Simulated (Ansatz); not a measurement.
**Al2O3 with one O vacancy: vacancy hop**

Wanted: the energy profile along the vacancy hop, from relaxed end points and a band of images. Host space group R-3c, cell charge +2.

Method: DFT PBEsol, plane waves, PAW, scalar-relativistic, no spin polarisation, in Ansatz 0.2.0.

1 further run of the same task is left out (it didn't finish).

## 1. The system as given

The cell holds 39 atoms (Al16O23): a = 6.988 Å, b = 6.988 Å, c = 6.988 Å, α = 85.73°, β = 85.73°, γ = 85.73°.

The coordinates stand in the first input below.

## 2. Relaxing end A

The input, input.yaml:

```yaml
crystal:
  lattice:
    - [-4.7537, -2.74455, 4.324167]
    - [4.7537, -2.74455, 4.324167]
    - [0.0, 5.4891, 4.324167]
  atoms:
    - { symbol: Al, position: [0.3481698, 0.3534622, 0.352268] }
    - { symbol: Al, position: [0.1475782, 0.1550092, 0.1432512] }
    - { symbol: Al, position: [0.6447462, 0.6461339, 0.6534609] }
    - { symbol: Al, position: [0.8610517, 0.8515738, 0.8445925] }
    - { symbol: O, position: [0.6001269, 0.4010107, 0.7412067] }
    - { symbol: O, position: [0.748048, 0.598973, 0.3961246] }
    - { symbol: O, position: [0.4120943, 0.751152, 0.5978837] }
    - { symbol: O, position: [0.4059262, 0.5996456, 0.2508253] }
    - { symbol: O, position: [0.2548345, 0.3984552, 0.5902648] }
    - { symbol: O, position: [0.590142, 0.2476777, 0.4055755] }
    - { symbol: Al, position: [0.8533367, 0.8539358, 0.3498002] }
    - { symbol: Al, position: [0.6477853, 0.6445926, 0.1453258] }
    - { symbol: Al, position: [0.1523522, 0.1478581, 0.6510553] }
    - { symbol: Al, position: [0.3518678, 0.3506381, 0.8557741] }
    - { symbol: O, position: [0.0995198, 0.8993291, 0.7477578] }
    - { symbol: O, position: [0.249069, 0.0986988, 0.408692] }
    - { symbol: O, position: [0.9047428, 0.2481177, 0.5934192] }
    - { symbol: O, position: [0.8988146, 0.0938814, 0.2493565] }
    - { symbol: O, position: [0.7523849, 0.9045551, 0.6045821] }
    - { symbol: O, position: [0.096056, 0.7551211, 0.397574] }
    - { symbol: Al, position: [0.8576785, 0.3565798, 0.8528245] }
    - { symbol: Al, position: [0.6448195, 0.143405, 0.654232] }
    - { symbol: Al, position: [0.145812, 0.6389024, 0.1559754] }
    - { symbol: Al, position: [0.3524998, 0.8594736, 0.3450475] }
    - { symbol: O, position: [0.0929458, 0.4032762, 0.2503538] }
    - { symbol: O, position: [0.2532119, 0.5940197, 0.8974381] }
    - { symbol: O, position: [0.9059881, 0.7518865, 0.0902069] }
    - { symbol: O, position: [0.898716, 0.5988147, 0.7521421] }
    - { symbol: O, position: [0.7525703, 0.3994194, 0.095913] }
    - { symbol: O, position: [0.0994401, 0.2441336, 0.9012478] }
    - { symbol: Al, position: [0.3540939, 0.8540204, 0.8458487] }
    - { symbol: Al, position: [0.1421371, 0.6453437, 0.6388561] }
    - { symbol: Al, position: [0.6488968, 0.1495168, 0.1429063] }
    - { symbol: Al, position: [0.8575146, 0.3489735, 0.3598078] }
    - { symbol: O, position: [0.6002546, 0.902668, 0.2529069] }
    - { symbol: O, position: [0.7444681, 0.0922795, 0.9039333] }
    - { symbol: O, position: [0.4007903, 0.2521441, 0.1044979] }
    - { symbol: O, position: [0.4074541, 0.0999935, 0.7457751] }
    - { symbol: O, position: [0.5940933, 0.7523407, 0.910201] }
total_charge: 2
basis:
  ecutwfc: 420.0
kpoints:
  mp_grid: { grid: [2, 2, 2] }
hamiltonian:
  xc: pbesol
  pseudopotentials: { kind: paw, azcp: { folder: soft_1 } }
scf:
  occupations: { method: gaussian, width: 0.05 }
  lower_state_search: "off"
relax:
  f_tol: 0.03
  max_steps: 60
  adjacent_minimum: "off"
```

The run is started by

```
$ ansatz run input.yaml --threads 2 --pin off --max-ram 5120MiB --backend cpu --events-out ev --progress --plain --runs-dir out
```

The program printed (excerpt; [...] marks lines left out):

```text
Warning: <dir> the record states the generating functional pbe (its physics header spells it `PBE`), which answers neither for hamiltonian.xc's functional nor for the pbesol family's — results may be inconsistent (PPs are generated against a specific XC)
[...]
Warning: RAYON_NUM_THREADS=2 ignored (pool sized by the plan → 2); use --threads N
[...]
Pseudopotentials: kind: paw
Pseudopotential: Al, paw, valence charge 3, recommended cutoff 420 eV (normal), <dir>
Pseudopotential: O, paw, valence charge 6, recommended cutoff 420 eV (normal), <dir>
Functional definition: PBEsol
[...]
Crystal: 39 atoms, lattice volume = 338.498 Å³
Basis set: ecut = 420 eV, 6657 PW (Γ), exchange–correlation on 96×96×96 points (8 copies of the dense FFT grid, shifted against one another)
[...]
k-points: 8
[...]
SCF iter   1: F=—  HF=-21388.554832 eV  |F-HF|=—  |Δ(HF+E_count)|=         —  Δρ=1.42e-1  dr2=6.93e1  ethr=3.10e-3  ⟨swp⟩=6.1  Hψ=4406  notcnv=0  defer=146
[...]
relax step   1: F+E_penalty+E_count = -21367.90054799 eV  Δ(F+E_penalty+E_count) = +0.000e0 eV  max|allowed force component| = 3.442e0 eV/Å  Δτ_max = 0.0000 Å  (7 SCF iters, dr2 threshold 2.25e-5 eV, accepted)
[...]
relax step   2: F+E_penalty+E_count = -21370.04324876 eV  Δ(F+E_penalty+E_count) = -2.143e0 eV  max|allowed force component| = 1.663e0 eV/Å  Δτ_max = 0.1239 Å  (6 SCF iters, dr2 threshold 1.00e-4 eV, accepted)
[...]
relax step   3: F+E_penalty+E_count = -21370.94165438 eV  Δ(F+E_penalty+E_count) = -8.984e-1 eV  max|allowed force component| = 4.628e-1 eV/Å  Δτ_max = 0.1447 Å  (6 SCF iters, dr2 threshold 1.00e-4 eV, accepted)
[...]
SCF iter   2: F=—  HF=-21371.005108 eV  |F-HF|=—  |Δ(HF+E_count)|=   8.32e-3  Δρ=1.57e-3  dr2=7.83e-3  ethr=1.62e-5  ⟨swp⟩=1.9  Hψ=1689  notcnv=0  defer=264
```

## 3. More of the same log: end point A relaxed

Output, continued (excerpt; [...] marks lines left out):

```text
SCF iter   3: F=—  HF=-21371.003194 eV  |F-HF|=—  |Δ(HF+E_count)|=   1.91e-3  Δρ=6.31e-4  dr2=9.02e-4  ethr=4.26e-6  ⟨swp⟩=2.0  Hψ=1351  notcnv=0  defer=264
[...]
relax step   4: F+E_penalty+E_count = -21371.00298921 eV  Δ(F+E_penalty+E_count) = -6.133e-2 eV  max|allowed force component| = 3.098e-2 eV/Å  Δτ_max = 0.0324 Å  (5 SCF iters, dr2 threshold 1.66e-5 eV, accepted)
[...]
    - { symbol: O, position: [0.5903809995317559, 0.9043123587418029, 0.24294941165535444] }
    - { symbol: O, position: [0.7505688086056304, 0.09636402123130106, 0.9027591531574277] }
    - { symbol: O, position: [0.39604906621739333, 0.2469488073570699, 0.09812331605008473] }
    - { symbol: O, position: [0.40257428016952596, 0.09189037653555066, 0.7499262429831529] }
    - { symbol: O, position: [0.5984148677083911, 0.75139251473229, 0.9011429906386232] }
```

Wall time 41 s (2 threads of Arm Neoverse V1, shared host); peak memory 0.84 GiB.

Relaxation path:

```
step  energy from step 1 (eV/cell)  largest force component (eV/Å)
   1                        0.0000                          3.4416
   2                       -2.1427                          1.6635
   3                       -3.0411                          0.4628
   4                       -3.1024                          0.0310
   5                       -3.1029                          0.0041
```

Step 1 is the start.

The largest move, 0.21 Å, is shared by several atoms, Al31 among them.

## 4. End point B

The second end starts from a geometry with the move made by hand.

The input, input.yaml:

```yaml
crystal:
  lattice:
    - [-4.7537, -2.74455, 4.324167]
    - [4.7537, -2.74455, 4.324167]
    - [0.0, 5.4891, 4.324167]
  atoms:
    - { symbol: Al, position: [0.35199997, 0.35199997, 0.35199997] }
    - { symbol: Al, position: [0.14799999, 0.14799999, 0.14799999] }
    - { symbol: Al, position: [0.64799995, 0.64799995, 0.64799995] }
    - { symbol: Al, position: [0.85199993, 0.85199993, 0.85199993] }
    - { symbol: O, position: [0.59699996, 0.40299996, 0.74999995] }
    - { symbol: O, position: [0.74999995, 0.59699995, 0.40299996] }
    - { symbol: O, position: [0.40299996, 0.74999996, 0.59699995] }
    - { symbol: O, position: [0.40299997, 0.59699997, 0.24999997] }
    - { symbol: O, position: [0.24999997, 0.40299997, 0.59699997] }
    - { symbol: O, position: [0.59699997, 0.24999997, 0.40299997] }
    - { symbol: Al, position: [0.85199995, 0.85199995, 0.35199995] }
    - { symbol: Al, position: [0.64799996, 0.64799996, 0.14799997] }
    - { symbol: Al, position: [0.14799998, 0.14799998, 0.64799997] }
    - { symbol: Al, position: [0.35199996, 0.35199996, 0.85199996] }
    - { symbol: O, position: [0.09699996, 0.90299996, 0.74999995] }
    - { symbol: O, position: [0.24999998, 0.09699998, 0.40299998] }
    - { symbol: O, position: [0.90299996, 0.24999996, 0.59699995] }
    - { symbol: O, position: [0.90299997, 0.09699997, 0.24999997] }
    - { symbol: O, position: [0.74999994, 0.90299994, 0.59699994] }
    - { symbol: O, position: [0.24999997, 0.90299997, 0.09699997] }
    - { symbol: Al, position: [0.85199995, 0.35199995, 0.85199995] }
    - { symbol: Al, position: [0.64799996, 0.14799996, 0.64799996] }
    - { symbol: Al, position: [0.14799997, 0.64799997, 0.14799998] }
    - { symbol: Al, position: [0.35199996, 0.85199996, 0.35199996] }
    - { symbol: O, position: [0.09699998, 0.40299998, 0.24999998] }
    - { symbol: O, position: [0.24999996, 0.59699996, 0.90299995] }
    - { symbol: O, position: [0.90299995, 0.74999995, 0.09699996] }
    - { symbol: O, position: [0.90299994, 0.59699994, 0.74999994] }
    - { symbol: O, position: [0.74999997, 0.40299997, 0.09699997] }
    - { symbol: O, position: [0.09699997, 0.24999997, 0.90299996] }
    - { symbol: Al, position: [0.35199995, 0.85199995, 0.85199995] }
    - { symbol: Al, position: [0.14799996, 0.64799996, 0.64799996] }
    - { symbol: Al, position: [0.64799997, 0.14799997, 0.14799998] }
    - { symbol: Al, position: [0.85199996, 0.35199996, 0.35199996] }
    - { symbol: O, position: [0.59699995, 0.90299995, 0.24999996] }
    - { symbol: O, position: [0.74999996, 0.09699996, 0.90299995] }
    - { symbol: O, position: [0.40299998, 0.24999998, 0.09699998] }
    - { symbol: O, position: [0.40299997, 0.09699997, 0.74999996] }
    - { symbol: O, position: [0.59699994, 0.74999994, 0.90299994] }
total_charge: 2
basis:
  ecutwfc: 420.0
kpoints:
  mp_grid: { grid: [2, 2, 2] }
hamiltonian:
  xc: pbesol
  pseudopotentials: { kind: paw, azcp: { folder: soft_1 } }
scf:
  occupations: { method: gaussian, width: 0.05 }
  lower_state_search: "off"
relax:
  f_tol: 0.03
  max_steps: 60
  adjacent_minimum: "off"
```

The run is started by

```
$ ansatz run input.yaml --threads 2 --pin off --max-ram 5120MiB --backend cpu --events-out ev --progress --plain --runs-dir out
```

The program printed (excerpt; [...] marks lines left out):

```text
Warning: <dir> the record states the generating functional pbe (its physics header spells it `PBE`), which answers neither for hamiltonian.xc's functional nor for the pbesol family's — results may be inconsistent (PPs are generated against a specific XC)
[...]
Warning: RAYON_NUM_THREADS=2 ignored (pool sized by the plan → 2); use --threads N
[...]
Pseudopotentials: kind: paw
Pseudopotential: Al, paw, valence charge 3, recommended cutoff 420 eV (normal), <dir>
Pseudopotential: O, paw, valence charge 6, recommended cutoff 420 eV (normal), <dir>
Functional definition: PBEsol
[...]
relax step   2: F+E_penalty+E_count = -21370.39042050 eV  Δ(F+E_penalty+E_count) = -1.772e0 eV  max|allowed force component| = 1.860e0 eV/Å  Δτ_max = 0.1244 Å  (6 SCF iters, dr2 threshold 1.00e-4 eV, accepted)
[...]
relax step   3: F+E_penalty+E_count = -21370.85876876 eV  Δ(F+E_penalty+E_count) = -4.683e-1 eV  max|allowed force component| = 6.144e-1 eV/Å  Δτ_max = 0.1625 Å  (6 SCF iters, dr2 threshold 1.00e-4 eV, accepted)
[...]
SCF iter   3: F=—  HF=-21371.003191 eV  |F-HF|=—  |Δ(HF+E_count)|=   5.67e-3  Δρ=9.51e-4  dr2=2.12e-3  ethr=1.12e-5  ⟨swp⟩=2.0  Hψ=1000  notcnv=0  defer=200
```

## 5. The log goes on: end point B relaxed

The log, continued (excerpt; [...] marks lines left out):

```text
SCF iter   4: F=—  HF=-21371.002745 eV  |F-HF|=—  |Δ(HF+E_count)|=   4.46e-4  Δρ=2.37e-4  dr2=1.32e-4  ethr=1.15e-6  ⟨swp⟩=2.3  Hψ=1126  notcnv=0  defer=200
[...]
relax step   4: F+E_penalty+E_count = -21371.00273992 eV  Δ(F+E_penalty+E_count) = -1.440e-1 eV  max|allowed force component| = 5.476e-2 eV/Å  Δτ_max = 0.0517 Å  (5 SCF iters, dr2 threshold 4.12e-5 eV, accepted)
[...]
    - { symbol: O, position: [0.5963935885434652, 0.9090315045529012, 0.23369629951540272] }
    - { symbol: O, position: [0.7510072615852359, 0.09747594758143618, 0.9011843425549473] }
    - { symbol: O, position: [0.39905742578999537, 0.25000000000000006, 0.10094257421000466] }
    - { symbol: O, position: [0.40448939116647076, 0.09570603397993815, 0.7496879767388758] }
    - { symbol: O, position: [0.599146769068245, 0.7500000000000001, 0.900853230931755] }
```

Run time: 33 s. Hardware: 2 threads of Arm Neoverse V1, shared host; peak memory 0.81 GiB.

The steps of the relaxation:

```csv
step,energy from step 1 (eV/cell),largest force component (eV/Å)
1,0.0000,3.7690
2,-1.7716,1.8600
3,-2.2400,0.6144
4,-2.3840,0.0548
5,-2.3846,0.0044
```

Step 1 is the start.

The largest move, 0.24 Å, is shared by several atoms, Al32 among them.

## 6. The band

crystal.atoms is end A as relaxed above, and neb.final_atoms is end B. With 5 inner images the band has 7 in all.

The input, input.yaml:

```yaml
crystal:
  lattice:
    - [-4.7537, -2.74455, 4.324167]
    - [4.7537, -2.74455, 4.324167]
    - [0.0, 5.4891, 4.324167]
  atoms:
    - { symbol: Al, position: [0.35820204, 0.3554382, 0.35590368] }
    - { symbol: Al, position: [0.1356566, 0.17781411, 0.15783191] }
    - { symbol: Al, position: [0.65962988, 0.64117888, 0.64651316] }
    - { symbol: Al, position: [0.85468525, 0.85429945, 0.85046942] }
    - { symbol: O, position: [0.59803241, 0.40093873, 0.75038395] }
    - { symbol: O, position: [0.75054592, 0.60070575, 0.39841516] }
    - { symbol: O, position: [0.40958217, 0.73341725, 0.59579419] }
    - { symbol: O, position: [0.39603275, 0.6091756, 0.2403594] }
    - { symbol: O, position: [0.25057003, 0.40058954, 0.59854942] }
    - { symbol: O, position: [0.5962848, 0.24941287, 0.40382925] }
    - { symbol: Al, position: [0.85319001, 0.85529067, 0.34960991] }
    - { symbol: Al, position: [0.64793059, 0.64951622, 0.14383659] }
    - { symbol: Al, position: [0.14657569, 0.14791521, 0.64688735] }
    - { symbol: Al, position: [0.35455794, 0.35224407, 0.8512119] }
    - { symbol: O, position: [0.105082, 0.9009913, 0.7521721] }
    - { symbol: O, position: [0.25049166, 0.09095755, 0.39503386] }
    - { symbol: O, position: [0.90308863, 0.2487353, 0.59818339] }
    - { symbol: O, position: [0.90271629, 0.09798587, 0.24774724] }
    - { symbol: O, position: [0.75251768, 0.90132744, 0.59511071] }
    - { symbol: O, position: [0.10509659, 0.75875247, 0.38996546] }
    - { symbol: Al, position: [0.85089865, 0.34886151, 0.85336082] }
    - { symbol: Al, position: [0.65023605, 0.14577652, 0.65023992] }
    - { symbol: Al, position: [0.13796978, 0.6289307, 0.15116611] }
    - { symbol: Al, position: [0.36316216, 0.84795024, 0.37021] }
    - { symbol: O, position: [0.09155714, 0.40333805, 0.26570809] }
    - { symbol: O, position: [0.25065389, 0.60408899, 0.90817677] }
    - { symbol: O, position: [0.91075498, 0.75618507, 0.09481373] }
    - { symbol: O, position: [0.90483446, 0.59528761, 0.74971132] }
    - { symbol: O, position: [0.7485889, 0.40401367, 0.09779143] }
    - { symbol: O, position: [0.09856778, 0.24917727, 0.90723568] }
    - { symbol: Al, position: [0.36548791, 0.84130765, 0.82131699] }
    - { symbol: Al, position: [0.14292596, 0.64322729, 0.64370504] }
    - { symbol: Al, position: [0.64644667, 0.14865048, 0.14482249] }
    - { symbol: Al, position: [0.8414904, 0.35262259, 0.35793685] }
    - { symbol: O, position: [0.590381, 0.90431236, 0.24294941] }
    - { symbol: O, position: [0.75056881, 0.09636402, 0.90275915] }
    - { symbol: O, position: [0.39604907, 0.24694881, 0.09812332] }
    - { symbol: O, position: [0.40257428, 0.09189038, 0.74992624] }
    - { symbol: O, position: [0.59841487, 0.75139251, 0.90114299] }
total_charge: 2
basis:
  ecutwfc: 420.0
kpoints:
  mp_grid: { grid: [2, 2, 2] }
hamiltonian:
  xc: pbesol
  pseudopotentials: { kind: paw, azcp: { folder: soft_1 } }
scf:
  occupations: { method: gaussian, width: 0.05 }
  lower_state_search: "off"
neb:
  images: 5
  f_tol: 0.03
  initial_path: idpp
  max_iterations: 52
  final_atoms:
    - { symbol: Al, position: [0.35024124, 0.35262354, 0.35554673] }
    - { symbol: Al, position: [0.14445327, 0.14737646, 0.14975876] }
    - { symbol: Al, position: [0.64749318, 0.64601318, 0.6481836] }
    - { symbol: Al, position: [0.8518164, 0.85398682, 0.85250682] }
    - { symbol: O, position: [0.59881566, 0.40252405, 0.74899274] }
    - { symbol: O, position: [0.75279386, 0.60450351, 0.40128795] }
    - { symbol: O, position: [0.39562251, 0.74990963, 0.59125251] }
    - { symbol: O, position: [0.39059725, 0.60453013, 0.25899373] }
    - { symbol: O, position: [0.24838456, 0.4021309, 0.59823975] }
    - { symbol: O, position: [0.59575608, 0.25201954, 0.40159043] }
    - { symbol: Al, position: [0.82192816, 0.86492417, 0.34156976] }
    - { symbol: Al, position: [0.64429542, 0.64235631, 0.14348739] }
    - { symbol: Al, position: [0.14545205, 0.14587377, 0.64890629] }
    - { symbol: Al, position: [0.35857901, 0.34091469, 0.85286337] }
    - { symbol: O, position: [0.09871205, 0.89549649, 0.74720614] }
    - { symbol: O, position: [0.24357812, 0.08982251, 0.4045594] }
    - { symbol: O, position: [0.90339891, 0.25, 0.59660109] }
    - { symbol: O, position: [0.90176025, 0.0978691, 0.25161544] }
    - { symbol: O, position: [0.75053957, 0.90199766, 0.59214007] }
    - { symbol: O, position: [0.24100627, 0.89546987, 0.10940275] }
    - { symbol: Al, position: [0.85397347, 0.35032108, 0.84911077] }
    - { symbol: Al, position: [0.65088923, 0.14967892, 0.64602653] }
    - { symbol: Al, position: [0.15175398, 0.63742644, 0.12918141] }
    - { symbol: Al, position: [0.37081859, 0.86257356, 0.34824602] }
    - { symbol: O, position: [0.0954406, 0.41017749, 0.25642188] }
    - { symbol: O, position: [0.2663037, 0.5909685, 0.90360641] }
    - { symbol: O, position: [0.90874749, 0.75009037, 0.10437749] }
    - { symbol: O, position: [0.90785994, 0.59800234, 0.74946043] }
    - { symbol: O, position: [0.75031202, 0.40429396, 0.09551061] }
    - { symbol: O, position: [0.09840956, 0.24798046, 0.90424392] }
    - { symbol: Al, position: [0.35651261, 0.85764369, 0.85570458] }
    - { symbol: Al, position: [0.15843024, 0.63507583, 0.67807183] }
    - { symbol: Al, position: [0.64713663, 0.15908531, 0.14142099] }
    - { symbol: Al, position: [0.85109371, 0.35412623, 0.35454795] }
    - { symbol: O, position: [0.59639359, 0.9090315, 0.2336963] }
    - { symbol: O, position: [0.75100726, 0.09747595, 0.90118434] }
    - { symbol: O, position: [0.39905743, 0.25, 0.10094257] }
    - { symbol: O, position: [0.40448939, 0.09570603, 0.74968798] }
    - { symbol: O, position: [0.59914677, 0.75, 0.90085323] }
  order_check: true
```

The run is started by

```
$ ansatz run input.yaml --threads 2 --pin off --max-ram 5120MiB --backend cpu --events-out ev --progress --plain --runs-dir out
```

The program printed (excerpt; [...] marks lines left out):

```text
Warning: neb: disabling space-group detection — the band's intermediate images generally break the endpoint symmetry, so no spatial operation reduces the k-mesh or symmetrises the density, except that a semilocal band can use its path's symmetry ahead of convergence; time reversal is [...]
Warning: <dir> the record states the generating functional pbe (its physics header spells it `PBE`), which answers neither for hamiltonian.xc's functional nor for the pbesol family's — results may be inconsistent (PPs are generated against a specific XC)
[...]
Warning: RAYON_NUM_THREADS=2 ignored (pool sized by the plan → 2); use --threads N
[...]
Pseudopotentials: kind: paw
[...]
Bands: 131, of which v1, the nominal top of the filled ones, is band 92 counted from 1 (91 counted from 0)
Symmetry: 1 space group operations
k-points: 8
[...]
SCF iter   1: F=—  HF=-21391.234638 eV  |F-HF|=—  |Δ(HF+E_count)|=         —  Δρ=1.42e-1  dr2=6.63e1  ethr=3.10e-3  ⟨swp⟩=6.0  Hψ=4424  notcnv=0  defer=167
[...]
NSCF: frozen V_eff on 8 k-points
NEB image 6
[...]
SCF iter  10: F=-21371.003412 eV  HF=-21371.003412 eV  |F-HF|=5.73e-8  |Δ(HF+E_count)|=   9.70e-8  Δρ=5.89e-6  dr2=8.57e-8  ethr=5.43e-11  ⟨swp⟩=4.0  Hψ=3112  notcnv=0
[...]
NSCF: frozen V_eff on 8 k-points
NEB end point (image 0): max|allowed force component| = 4.077e-3 eV/Å (the criterion of neb.relax_end_points is 1.000e-2)
NEB end point (image 6): max|allowed force component| = 4.370e-3 eV/Å (the criterion of neb.relax_end_points is 1.000e-2)
NEB image 1
[...]
NEB image 2
[...]
NEB image 3
```

## 7. The output, continued: band between the two ends

Output, continued (excerpt; [...] marks lines left out):

```text
[...]
NEB image 4
[...]
NEB image 5
[...]
NEB iter   1: max|band force component| = 6.832e0 eV/Å  barrier→ = 3.0698 eV  barrier← = 3.0698 eV  Δτ_max = 0.1774 Å  (65 SCF iters)
[...]
NEB iter   6: max|band force component| = 7.311e-2 eV/Å  barrier→ = 1.0822 eV  barrier← = 1.0822 eV  CI = image 3  Δτ_max = 0.0036 Å  (30 SCF iters)
[...]
NEB point between images 0 and 1
[...]
NEB point between images 1 and 2
[...]
NEB point between images 2 and 3
[...]
NEB point between images 3 and 4
[...]
NEB point between images 4 and 5
[...]
NEB point between images 5 and 6
NEB point between images 0 and 1
[...]
NEB point between images 0 and 1
[...]
NEB point between images 2 and 3
[...]
NEB point between images 2 and 3
[...]
NEB point between images 3 and 4
[...]
NEB point between images 3 and 4
[...]
NEB point between images 5 and 6
[...]
NEB point between images 5 and 6
```

## 8. The log goes on: band between the two ends

Output, continued (excerpt; [...] marks lines left out):

```text
[...]
NEB iter   8: max|band force component| = 8.220e-3 eV/Å  barrier→ = 1.0816 eV  barrier← = 1.0816 eV  CI = image 3  Δτ_max = 0.0000 Å  (304 SCF iters)
Free energy (F): -21369.921783 eV
[...]
E sigma→0 (E₀):  -21369.921783 eV
Fermi energy:    9.454743 eV
[...]
--- Forces (eV/Å), atoms counted from 1 ---
  atom   1  Al    -0.00384876    -0.00440874    -0.00019455
  atom   2  Al     0.00445903     0.00047623     0.00059048
[...]
    - { symbol: O, position: [0.5936107105408953, 0.9063284245725501, 0.23664949486592018] }
    - { symbol: O, position: [0.7500608488197554, 0.09580707359221785, 0.9008608819139383] }
    - { symbol: O, position: [0.3942481489012667, 0.23735425809583305, 0.10230634997272536] }
    - { symbol: O, position: [0.40591996444738687, 0.09354541351327195, 0.7523176973987351] }
    - { symbol: O, position: [0.5966806761688666, 0.7511915331104263, 0.8936454637291901] }
```

It took 15 min on 2 threads of Arm Neoverse V1, shared host; peak memory 1.8 GiB.

[end of part 1 of 2]
